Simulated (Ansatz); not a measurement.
**Relaxing Bi2Te**

The calculation used DFT PBE, scalar-relativistic, plane waves, PAW in Ansatz. Cutoff 420 eV, Γ-centred k mesh, Gaussian smearing, no spin polarisation in the final step.

The start puts Bi2Te on the anti-tetragonal zirconia structure type (P4_2/nmc, No. 137), with Te in place of Zr, Bi in place of O, at a guessed volume.

```yaml
crystal:
  lattice:
    - [5.27253, 0.00000, 0.00000]
    - [0.00000, 5.27253, 0.00000]
    - [0.00000, 0.00000, 7.59041]
  atoms:
    - { symbol: Bi, position: [0.00000, 0.50000, 0.20300] }
    - { symbol: Bi, position: [0.00000, 0.50000, 0.70300] }
    - { symbol: Bi, position: [0.50000, 0.00000, 0.29700] }
    - { symbol: Bi, position: [0.50000, 0.00000, 0.79700] }
    - { symbol: Te, position: [0.00000, 0.00000, 0.00000] }
    - { symbol: Te, position: [0.50000, 0.50000, 0.50000] }
```

Cell and atoms relax at zero pressure; the relaxation can't lower the symmetry of the start.

The zero of energy is the elements' standard structures at the same level; no fitted shifts are applied.

Q: What does it relax into?

A: It keeps P4_2/nmc (No. 137), but not the shape of the type it started on. Conventional cell: a = 4.433 Å, c = 11.419 Å. Around Bi lie 2 Te at 3.15 Å and 4 Bi at 3.37 Å; Te has 4 Bi at 3.15 Å.

```xyz
6
Lattice="4.4335 0.0000 0.0000 0.0000 4.4335 0.0000 0.0000 0.0000 11.4193" Properties=species:S:1:pos:R:3 pbc="T T T"
Bi    0.0000    2.2167    3.4776
Bi    0.0000    2.2167    9.1872
Bi    2.2167    0.0000    2.2321
Bi    2.2167    0.0000    7.9417
Te    0.0000    0.0000    0.0000
Te    2.2167    2.2167    5.7096
```

Q: What are its volume, energy, density and gap?

A: The volume per atom is 37.41 Å³. The density is 8.07 g/cm³, the energy over the elements is 0.07 eV/atom and the gap on the 8×8×4 mesh is 0 eV (a metal).

The final run used a 8×8×4 mesh on its 6-atom cell and 0.10 eV smearing. For metals, differences of a few meV/atom aren't resolved. Spin–orbit coupling is left out. Symmetry constrained the relaxation, so the result can be a saddle point.

Cost: 3 runs of about 11 core-minutes in all, on Intel Xeon 6975P-C (Granite Rapids) (shared hosts).